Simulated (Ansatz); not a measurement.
Runs of Ansatz 0.2.0 on ZnS (Wurtzite-6H). Symmetry: P6_3mc, No. 186, hexagonal system. The conventional cell has a = 3.812 Å, b = 3.812 Å, c = 18.690 Å, α = 90.00°, β = 90.00°, γ = 120.00°. Zn (site symmetry 3m) is surrounded by 4 S at 2.33 to 2.34 Å. Around Zn (site symmetry 3m) lie 4 S at 2.33 to 2.34 Å. Zn (site symmetry 3m) is surrounded by 4 S at 2.33 to 2.34 Å. S (site symmetry 3m) is surrounded by 4 Zn at 2.33 to 2.34 Å. S (site symmetry 3m) has 4 Zn at 2.33 to 2.34 Å as nearest neighbours. Around S (site symmetry 3m) lie 4 Zn at 2.33 to 2.34 Å. 

| task | level | potentials or basis | cell | cutoff (eV) | gap on the mesh (eV) | pressure (GPa) | V0 of scaled cells (Å³/atom) | relaxed volume (Å³/atom) | B0 (GPa) |
| --- | --- | --- | --- | --- | --- | --- | --- | --- | --- |
| relaxation of cell and atoms | PBE | Ansatz PAW | relaxed | 420 | 2.04 | 0.0 | - | (b) | - |
| relaxation of cell and atoms | revPBE | Ansatz PAW | relaxed | 420 | 2.05 | 0.0 | - | (a) | - |
| equation of state | PBE | Ansatz PAW small core | as given | 420 | - | - | (c) | - | 69 |
| equation of state | r2SCAN+rVV10 | Ansatz PAW | as given | 500 | - | - | 19.35 | - | 81 |

Alike in all rows: no spin polarisation; k mesh 8 × 8 × 2; smearing fermi-dirac 0.05 eV.

Problem. Estimate the missing entries.

Solution. (a) 20.72; (b) 20.16; (c) 20.17.

Caveats: the plane-wave basis is chosen anew once the cell has moved, so the energies of steps on either side of that aren't comparable (some runs); the cell was scaled at fixed shape and fractional positions, which overstates the stiffness of a crystal with free parameters, most of all of layers and chains (some runs); the PAW data sets come from PBE, with cores solved anew for the run's functional, which leaves a small shift of forces and pressure (some runs); the PAW data sets were made with another functional, which shifts forces and pressure a little (some runs).

A k mesh can miss the band edges.
